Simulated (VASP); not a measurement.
# Cr (Im-3m) in VASP: further runs, part 2 of 2

VASP 6.6.1. Earlier steps stand in the parts before.

## (3) Single point, PBE, collinear spin, ferromagnetic start

This run uses another cell than the first one, of the same volume but with other edges.

INCAR reads:

```
ALGO     = Normal         # electronic algorithm
EDIFF    = 1E-6           # SCF threshold, eV
ENCUT    = 520            # plane-wave cutoff, eV
GGA      = PE             # functional
ISIF     = 2              # what is computed and relaxed
ISMEAR   = 0              # smearing method
ISPIN    = 2              # spin polarisation
LASPH    = True           # aspherical terms in the spheres
LCHARG   = False          # write CHGCAR
LMAXMIX  = 4              # l up to which the mixer works
LORBIT   = 11             # projections on sites
LREAL    = False          # projectors in reciprocal space
LWAVE    = False          # write WAVECAR
MAGMOM   = 3              # initial moments
NELM     = 150            # most SCF steps
PREC     = Accurate       # precision mode
SIGMA    = 0.1            # smearing width, eV
```

KPOINTS reads:

```
k-points
0
Gamma
  12 12 12
```

POSCAR reads:

```
Cr
1.0
   -1.4844496776      1.4844496776      1.4844496776
    1.4844496776     -1.4844496776      1.4844496776
    1.4844496776      1.4844496776     -1.4844496776
Cr
1
Direct
    0.0000000000      0.0000000000      0.0000000000
```

Potentials or basis: VASP PAW PBE potentials, release 54 (Cr_pv).

The run is started by

```bash
cat potpaw_PBE.54/Cr_pv/POTCAR > POTCAR
mpirun -np 1 vasp_std > vasp.out
```

OUTCAR:

```text
EDIFF = 1E-6
   ENCUT = 520
   GGA = PE
   ISIF = 2
   ISMEAR = 0
   ISPIN = 2
   LASPH = True
   LORBIT = 11
   LREAL = False
   NELM = 150
   PREC = Accurate

 ion  position               nearest neighbor table
   1  0.000  0.000  0.000-

  LATTYP: Found a body centered cubic cell.
 ALAT       =     2.9688993552

  Lattice vectors:

 A1 = (  -1.4844496776,   1.4844496776,   1.4844496776)
 A2 = (   1.4844496776,  -1.4844496776,   1.4844496776)
 A3 = (   1.4844496776,   1.4844496776,  -1.4844496776)

Analysis of symmetry for initial positions (statically):
=====================================================================
 Subroutine PRICEL returns:
 Original cell was already a primitive cell.

 Routine SETGRP: Setting up the symmetry group for a
 body centered cubic supercell.

 Subroutine GETGRP returns: Found 48 space group operations
 (whereof 48 operations were pure point group operations)
 out of a pool of 48 trial point group operations.

The static configuration has the point symmetry O_h .

Analysis of symmetry for dynamics (positions and initial velocities):
=====================================================================
 Subroutine PRICEL returns:
 Original cell was already a primitive cell.

 Routine SETGRP: Setting up the symmetry group for a
 body centered cubic supercell.

 Subroutine GETGRP returns: Found 48 space group operations
 (whereof 48 operations were pure point group operations)
 out of a pool of 48 trial point group operations.

The dynamic configuration has the point symmetry O_h .

Analysis of structural, dynamic, and magnetic symmetry:
=====================================================================
 Subroutine PRICEL returns:
 Original cell was already a primitive cell.

 Routine SETGRP: Setting up the symmetry group for a
 body centered cubic supercell.

 Subroutine GETGRP returns: Found 48 space group operations
 (whereof 48 operations were pure point group operations)
 out of a pool of 48 trial point group operations.

The overall configuration has the point symmetry O_h .

 Subroutine INISYM returns: Found 48 space group operations
 (whereof 48 operations are pure point group operations),
 and found     1 'primitive' translations

----------------------------------------------------------------------------------------

                                     Primitive cell

  volume of cell :      13.0845

  direct lattice vectors                    reciprocal lattice vectors
    -1.484449678  1.484449678  1.484449678     0.000000000  0.336825160  0.336825160
     1.484449678 -1.484449678  1.484449678     0.336825160  0.000000000  0.336825160
     1.484449678  1.484449678 -1.484449678     0.336825160  0.336825160  0.000000000

  length of vectors
     2.571142263  2.571142263  2.571142263     0.476342709  0.476342709  0.476342709

  position of ions in fractional coordinates (direct lattice)
     0.000000000  0.000000000  0.000000000

  ion indices of the primitive-cell ions
   primitive index   ion index
                 1           1

----------------------------------------------------------------------------------------

 KPOINTS: k-points

Automatic generation of k-mesh.
 Grid dimensions read from file:
 generate k-points for:   12   12   12

 Generating k-lattice:

  Cartesian coordinates                     Fractional coordinates (reciprocal lattice)
     0.000000000  0.028068763  0.028068763     0.083333333  0.000000000  0.000000000
[... 103 lines left out ...]
   IMIX   =      4    mixing-type and parameters
     AMIX     =   0.40;   BMIX     =  1.00
     AMIX_MAG =   1.60;   BMIX_MAG =  1.00
  volume/ion in A,a.u.               =      13.08        88.30
  Fermi-wavevector in a.u.,A,eV,Ry     =   1.590559  3.005721 34.421077  2.529878
  Thomas-Fermi vector in A             =   2.689235
   LORBIT       =     11    0 simple, 1 ext, 2 COOP (PROOUT), +10 PAW based schemes
   GGA     = PE    functional components
   LHFCALC =     F    Hartree Fock is set to
   AEXX    =    0.0000 exact exchange contribution
   IVDW    =     0    specifies the selected vdW correction
   LEPSILON=     F    determine dielectric tensor
   LRPA    =     F    only Hartree local field effects (RPA)
 spin polarized calculation
 Gauss-broadening in eV      SIGMA  =   0.10
  energy-cutoff  :      520.00
  volume of cell :       13.08
 maximum number of plane-waves:       370
   NGX =  9   NGY =  9   NGZ =  9

 number of electron      12.0000008 magnetization      -0.0001805

 number of electron      12.0000008 magnetization       0.0000223

 Free energy of the ion-electron system (eV)
  ---------------------------------------------------
  ext. energy  EPLUGINS =         0.00000000
  ---------------------------------------------------
  free energy    TOTEN  =        -9.38355176 eV

  energy without entropy =       -9.38022294  energy(sigma->0) =       -9.38188735

 E-fermi :   9.2533     XC(G=0): -12.9630

 val. band max:        9.2026050320   @ k =  -0.2500   0.3333   0.1667
 cond. band min:       9.2875497452   @ k =   0.4167   0.0833   0.0000
 fundamental gap:      0.0849447131
 Fermi energy:         9.2533498971

 spin component 1

 k-point     1 :       0.0000    0.0000    0.0000
  band No.  band energies     occupation
      1     -33.5683      1.00000
      2     -33.5683      1.00000
      3     -33.5683      1.00000
      4       1.9047      1.00000
      5       8.5345      1.00000
      6       8.5345      1.00000
      7       8.5345      1.00000
      8      10.2826      0.00000
      9      10.2826      0.00000
     10      16.3646      0.00000
     11      30.6093      0.00000
     12      30.6093      0.00000
[... 573 lines left out ...]
      1     -34.1353      1.00000
      2     -33.8117      1.00000
      3     -33.6328      1.00000
      4       5.9363      1.00000
      5       7.6148      1.00000
      6       8.2842      1.00000
      7       9.9212      0.00000
      8      11.2463      0.00000
      9      12.9335      0.00000
     10      16.3556      0.00000
     11      18.2207      0.00000
     12      23.9785      0.00000

 [... further k-points ...]

 spin component 2

 k-point     1 :       0.0000    0.0000    0.0000
  band No.  band energies     occupation
      1     -33.5683      1.00000
      2     -33.5683      1.00000
      3     -33.5683      1.00000
      4       1.9047      1.00000
      5       8.5345      1.00000
      6       8.5345      1.00000
      7       8.5345      1.00000
      8      10.2826      0.00000
      9      10.2826      0.00000
     10      16.3646      0.00000
     11      30.6093      0.00000
     12      30.6093      0.00000
[... 573 lines left out ...]
      1     -34.1353      1.00000
      2     -33.8117      1.00000
      3     -33.6327      1.00000
      4       5.9363      1.00000
      5       7.6148      1.00000
      6       8.2842      1.00000
      7       9.9213      0.00000
      8      11.2464      0.00000
      9      12.9335      0.00000
     10      16.3556      0.00000
     11      18.2208      0.00000
     12      23.9785      0.00000

 [... further k-points ...]

------------------------ aborting loop because EDIFF is reached ----------------------------------------

 total charge

# of ion       s       p       d       tot
------------------------------------------
    1        0.396   6.328   4.091  10.815

 magnetization (x)

# of ion       s       p       d       tot
------------------------------------------
    1       -0.000   0.000   0.000   0.000

  FORCE on cell =-STRESS in cart. coord.  units (eV):
  Direction    XX          YY          ZZ          XY          YZ          ZX
  --------------------------------------------------------------------------------------
  -------------------------------------------------------------------------------------
  Total       -2.0492480     -2.0492480     -2.0492480      0.0000000     -0.0000000      0.0000000
  in kB     -250.9277346   -250.9277346   -250.9277346      0.0000000     -0.0000000      0.0000000
  external PRESSURE =    -250.9277346 kB  Pullay stress =       0.0000000 kB

 VOLUME and BASIS-vectors are now :
 -----------------------------------------------------------------------------
  energy-cutoff  :      520.00
  volume of cell :       13.08
      direct lattice vectors                 reciprocal lattice vectors
    -1.484449678  1.484449678  1.484449678     0.000000000  0.336825160  0.336825160
     1.484449678 -1.484449678  1.484449678     0.336825160  0.000000000  0.336825160
     1.484449678  1.484449678 -1.484449678     0.336825160  0.336825160  0.000000000

 POSITION                                       TOTAL-FORCE (eV/Angst)
 -----------------------------------------------------------------------------------
      0.00000      0.00000      0.00000         0.000000     -0.000000      0.000000
 -----------------------------------------------------------------------------------
    total drift:                                0.000000     -0.000000      0.000000

  FREE ENERGIE OF THE ION-ELECTRON SYSTEM (eV)
  ---------------------------------------------------
  free  energy   TOTEN  =        -9.3835517640 eV

  energy  without entropy=       -9.3802229432  energy(sigma->0) =       -9.38188735

 total charge

# of ion       s       p       d       tot
------------------------------------------
    1        0.396   6.328   4.091  10.815

 magnetization (x)

# of ion       s       p       d       tot
------------------------------------------
    1       -0.000   0.000   0.000   0.000
```

Run time: 16 s. Hardware: 1 thread of Intel Xeon Platinum 8488C (Sapphire Rapids), shared host; peak memory 0.13 GiB.

What came out:

```yaml
Free_energy: -9.3836 eV
Pressure: -25.1 GPa
Band_gap_on_the_k_mesh: none (metal or under the smearing width)
Net_moment: 0.00 μB per cell
Valence_electrons_inside_the_program's_atomic_spheres: Cr 10.81
```

Levels at points of the mesh, in eV from the Fermi level:
Spin up:
```
           k point  band 3  band 4  band 5  band 6  band 7  band 8  band 9  band 10
(0.00, 0.00, 0.00)  -42.82   -7.35   -0.72   -0.72   -0.72    1.03    1.03     7.11
(0.50, 0.00, 0.00)  -42.82   -3.80   -2.01    0.90    1.01    1.30    2.42     7.10
(0.50, 0.50, 0.50)  -43.25   -3.55   -3.55    2.10    2.10    2.10    7.11     9.59
```
Spin down:
```
           k point  band 4  band 5  band 6  band 7  band 8  band 9
(0.00, 0.00, 0.00)   -7.35   -0.72   -0.72   -0.72    1.03    1.03
(0.50, 0.00, 0.00)   -3.80   -2.01    0.90    1.01    1.30    2.42
(0.50, 0.50, 0.50)   -3.55   -3.55    2.10    2.10    2.10    7.11
```

Caveat: the starting moments collapsed, and a magnetic state may lie lower; so large a pressure means that the cell lies far from this level's equilibrium, or that cutoff or potentials fall short.

## (4) Single point, PBE, collinear spin, ferromagnetic start

run.py reads:

```python
from ase.calculators.vasp import Vasp
from ase.dft.bandgap import bandgap
from ase.io import read

atoms = read('Cr.xyz')
atoms.set_initial_magnetic_moments([3.0])
calc = Vasp(
    directory='calc',
    xc='pbe',
    pp='PBE',
    setups='recommended',
    pp_version='54',
    prec='Accurate',
    encut=520,
    ediff=1e-06,
    ismear=0,
    sigma=0.1,
    lreal=False,
    lasph=True,
    nelm=100,
    algo='Normal',
    isif=2,
    lwave=False,
    lcharg=False,
    ispin=2,
    lorbit=11,
    lmaxmix=4,
    kpts=[12, 12, 12],
    gamma=True,
)
atoms.calc = calc

print('energy (eV):', atoms.get_potential_energy())
print('free energy (eV):', atoms.get_potential_energy(force_consistent=True))
print('forces (eV/A):')
print(atoms.get_forces())
print('stress (eV/A^3, Voigt):', atoms.get_stress())
print('Fermi level (eV):', calc.get_fermi_level())
print('moment (muB):', atoms.get_magnetic_moment())
print('site moments (muB):', atoms.get_magnetic_moments())
gap, top, bottom = bandgap(calc)
print('band gap (eV):', gap, 'from (spin, k, band)', top, 'to', bottom)
```

Cr.xyz reads:

```xyz
1
Lattice="-1.4844496776 1.4844496776 1.4844496776 1.4844496776 -1.4844496776 1.4844496776 1.4844496776 1.4844496776 -1.4844496776" Properties=species:S:1:pos:R:3 pbc="T T T"
Cr     0.0000000000      0.0000000000      0.0000000000
```

The run is started by

```bash
python run.py
```

It took 22 s on 1 thread of Intel Xeon Platinum 8488C (Sapphire Rapids), shared host; peak memory 0.14 GiB.

The run converged. Its results:

| Quantity | Value |
| --- | --- |
| Free energy | -9.3836 eV |
| Pressure | -25.1 GPa |
| Band gap on the k mesh | none (metal or under the smearing width) |
| Net moment | 0.00 μB per cell |
| Valence electrons inside the program's atomic spheres | Cr 10.81 |

Levels at points of the mesh, in eV from the Fermi level:
Spin up:
| k point | band 4 | band 5 | band 6 | band 7 | band 8 | band 9 |
| --- | --- | --- | --- | --- | --- | --- |
| (0.00, 0.00, 0.00) | -7.35 | -0.72 | -0.72 | -0.72 | 1.03 | 1.03 |
| (0.50, 0.00, 0.00) | -3.80 | -2.01 | 0.90 | 1.01 | 1.30 | 2.42 |
| (0.50, 0.50, 0.50) | -3.55 | -3.55 | 2.10 | 2.10 | 2.10 | 7.11 |
Spin down:
```tsv
k point	band 3	band 4	band 5	band 6	band 7	band 8	band 9	band 10
(0.00, 0.00, 0.00)	-42.82	-7.35	-0.72	-0.72	-0.72	1.03	1.03	7.11
(0.50, 0.00, 0.00)	-42.82	-3.80	-2.01	0.90	1.01	1.30	2.42	7.10
(0.50, 0.50, 0.50)	-43.25	-3.55	-3.55	2.10	2.10	2.10	7.11	9.59
```

Caveat: the starting moments collapsed, and a magnetic state may lie lower; so large a pressure means that the cell lies far from this level's equilibrium, or that cutoff or potentials fall short.

## (5) Single point, LDA, collinear spin, ferromagnetic start

This run uses another cell than the first one, of the same volume but with other edges.

INCAR reads:

```
SYSTEM = Cr
  ALGO = Fast
  EDIFF = 1E-6
  ENCUT = 520
  GGA = CA
  ISIF = 2
  ISMEAR = 0
  ISPIN = 2
  LASPH = .True.
  LCHARG = .False.
  LMAXMIX = 4
  LORBIT = 11
  LREAL = .False.
  LWAVE = .False.
  MAGMOM = 3
  NELM = 100
  PREC = Accurate
  SIGMA = 0.02
```

KPOINTS reads:

```
k-points
0
Gamma
  12 12 12
  0 0 0
```

POSCAR reads:

```
Cr
2.5711
   -0.577359759480      0.577359759480      0.577359759480
    0.577359759480     -0.577359759480      0.577359759480
    0.577359759480      0.577359759480     -0.577359759480
Cr
1
Direct
    0.0000000000      0.0000000000      0.0000000000
```

Potentials or basis: VASP PAW LDA potentials, release 54 (Cr_pv).

The run is started by

```bash
cat potpaw_LDA.54/Cr_pv/POTCAR > POTCAR
mpirun -np 1 vasp_std > vasp.out
```

Run time: 12 s. Hardware: 1 thread of Intel Xeon 6975P-C (Granite Rapids), shared host; peak memory 0.12 GiB.

The run converged. Its results:

```
Free energy                                           : -10.3177 eV
Pressure                                              : -38.2 GPa
Band gap on the k mesh                                : none (metal or under the smearing width)
Net moment                                            : 0.00 μB per cell
Valence electrons inside the program's atomic spheres : Cr 10.83
```

Levels at points of the mesh, in eV from the Fermi level:
Spin up:
| k point | band 2 | band 3 | band 4 | band 5 | band 6 | band 7 | band 8 | band 9 | band 10 | band 11 |
| --- | --- | --- | --- | --- | --- | --- | --- | --- | --- | --- |
| (0.00, 0.00, 0.00) | -42.48 | -42.48 | -7.34 | -0.77 | -0.77 | -0.77 | 0.91 | 0.91 | 5.29 | 21.36 |
| (0.50, 0.00, 0.00) | -42.68 | -42.48 | -3.86 | -2.07 | 0.91 | 0.93 | 1.18 | 2.40 | 5.29 | 8.54 |
| (0.50, 0.50, 0.50) | -42.92 | -42.92 | -3.65 | -3.65 | 2.08 | 2.08 | 2.08 | 5.29 | 9.54 | 9.54 |
Spin down:
| k point | band 4 | band 5 | band 6 | band 7 | band 8 | band 9 |
| --- | --- | --- | --- | --- | --- | --- |
| (0.00, 0.00, 0.00) | -7.34 | -0.77 | -0.77 | -0.77 | 0.91 | 0.91 |
| (0.50, 0.00, 0.00) | -3.86 | -2.07 | 0.91 | 0.93 | 1.18 | 2.40 |
| (0.50, 0.50, 0.50) | -3.65 | -3.65 | 2.08 | 2.08 | 2.08 | 5.29 |

Caveat: the starting moments collapsed, and a magnetic state may lie lower; a pressure of tens of GPa on the cell as given is suspect, and the run, the potentials or the cell itself is likely at fault.
